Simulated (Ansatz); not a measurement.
**Se (P3_121): how far a G0W0 gap depends on its settings**

How well converged is a G0W0 gap of Se (database structure)?

Code: Ansatz 0.2.0. G0W0, plane waves. Calculated at 0 K for a non-magnetic cell.

## (1) Starting point

The cell was relaxed beforehand with r2SCAN+rVV10.

It is trigonal, P3_121 (No. 152); a = 4.293 Å, c = 5.041 Å in the conventional setting, 26.81 Å³ an atom. Near Se stand 2 Se at 2.39 Å.

As a file:

```
CELL_PARAMETERS angstrom
4.29266 0.00000 0.00000
-2.14633 3.71755 0.00000
0.00000 0.00000 5.04085
ATOMIC_POSITIONS crystal
Se 0.22847 0.00000 0.33333
Se 0.00000 0.22847 0.66667
Se 0.77153 0.77153 0.00000
```

## (2) 240 empty bands, 120 eV

Input file input.yaml:

```yaml
crystal:
  lattice:
    - [4.2926573527, 0.0, 0.0]
    - [-2.1463286763, 3.7175503172, 0.0]
    - [0.0, 0.0, 5.0408504727]
  atoms:
    - { symbol: Se, position: [0.2284670362, 0.0, 0.3333333333] }
    - { symbol: Se, position: [0.0, 0.2284670362, 0.6666666667] }
    - { symbol: Se, position: [0.7715329638, 0.7715329638, 0.0] }
kpoints:
  mp_grid: { grid: [6, 6, 4] }
hamiltonian:
  xc: pbe
scf:
  occupations: { method: fixed }
gw:
  n_empty_bands: 240
  ecut_chi: 120
  qp_bands: [v2, c2]
  qp_kpoints: band_edges
  screening: { model: contour_deformation }
```

## (3) 596 empty bands, 220 eV

input.yaml: that of step 2 with these lines changed.

```diff
@@ -16,4 +16,4 @@
 gw:
-  n_empty_bands: 240
-  ecut_chi: 120
+  n_empty_bands: 596
+  ecut_chi: 220
   qp_bands: [v2, c2]
```

## (4) 1095 empty bands, 300 eV

input.yaml: that of step 3 with these lines changed.

```diff
@@ -16,4 +16,4 @@
 gw:
-  n_empty_bands: 596
-  ecut_chi: 220
+  n_empty_bands: 1095
+  ecut_chi: 300
   qp_bands: [v2, c2]
```

## (5) Starting from HSE06

input.yaml: that of step 4 with these lines changed.

```diff
@@ -12,3 +12,3 @@
 hamiltonian:
-  xc: pbe
+  xc: hse06
 scf:
@@ -16,4 +16,4 @@
 gw:
-  n_empty_bands: 1095
-  ecut_chi: 300
+  n_empty_bands: 596
+  ecut_chi: 220
   qp_bands: [v2, c2]
```

## (6) Starting from r2SCAN

input.yaml: that of step 5 with these lines changed.

```diff
@@ -12,3 +12,3 @@
 hamiltonian:
-  xc: hse06
+  xc: r2scan
 scf:
```

## (7) Starting from PBE0

input.yaml: that of step 6 with these lines changed.

```diff
@@ -12,3 +12,3 @@
 hamiltonian:
-  xc: r2scan
+  xc: pbe0
 scf:
```

## (8) A plasmon pole in place of the full frequency dependence

input.yaml: that of step 7 with these lines changed.

```diff
@@ -12,3 +12,3 @@
 hamiltonian:
-  xc: pbe0
+  xc: pbe
 scf:
@@ -20,2 +20,2 @@
   qp_kpoints: band_edges
-  screening: { model: contour_deformation }
+  screening: { model: godby_needs }
```

## (9) A finer mesh, 12×12×6

input.yaml: that of step 8 with these lines changed.

```diff
@@ -10,3 +10,3 @@
 kpoints:
-  mp_grid: { grid: [6, 6, 4] }
+  mp_grid: { grid: [12, 12, 6] }
 hamiltonian:
@@ -16,6 +16,6 @@
 gw:
-  n_empty_bands: 596
-  ecut_chi: 220
+  n_empty_bands: 130
+  ecut_chi: 80
   qp_bands: [v2, c2]
   qp_kpoints: band_edges
-  screening: { model: godby_needs }
+  screening: { model: contour_deformation }
```

## (10) Norm-conserving pseudopotentials

input.yaml: that of step 9 with these lines changed.

```diff
@@ -10,5 +10,6 @@
 kpoints:
-  mp_grid: { grid: [12, 12, 6] }
+  mp_grid: { grid: [6, 6, 4] }
 hamiltonian:
   xc: pbe
+  pseudopotentials: { kind: nc }
 scf:
@@ -16,4 +17,4 @@
 gw:
-  n_empty_bands: 130
-  ecut_chi: 80
+  n_empty_bands: 596
+  ecut_chi: 220
   qp_bands: [v2, c2]
```

**Question.** What will these runs give? Wanted: for each run, start; potentials; frequencies; empty bands; cutoff; Kohn-Sham gap; G0W0 gap.

**Answer**, as computed:

```
 start  potentials  frequencies  empty bands  cutoff (eV)     mesh  Kohn-Sham gap (eV)  G0W0 gap (eV)
   PBE         PAW         full          240          120    6×6×4                0.84           1.46
   PBE         PAW         full          596          220    6×6×4                0.84           1.46
   PBE         PAW         full         1095          300    6×6×4                0.84           1.46
 HSE06         PAW         full          596          220    6×6×4                1.56           1.89
r2SCAN         PAW         full          596          220    6×6×4                1.07           1.64
  PBE0         PAW         full          596          220    6×6×4                2.20           2.09
   PBE         PAW         pole          596          220    6×6×4                0.84           1.48
   PBE         PAW         full          130           80  12×12×6                0.83           1.42
   PBE          NC         full          596          220    6×6×4                0.83           1.44
```

Gaps are those on each run's own mesh.

With bands and cutoff raised together, from 240 bands at 120 eV to 1095 at 300 eV, the gap moves by +0.00 eV, and on the last rung by -0.00 eV; extrapolated in 1/N from the last two rungs, the limit on this k mesh would lie near 1.5 eV. The starting point matters: against PBE, HSE06 gives +0.43 eV, r2SCAN gives +0.17 eV, PBE0 gives +0.63 eV. The plasmon pole changes the gap by +0.011 eV. Norm-conserving potentials change it by -0.022 eV.
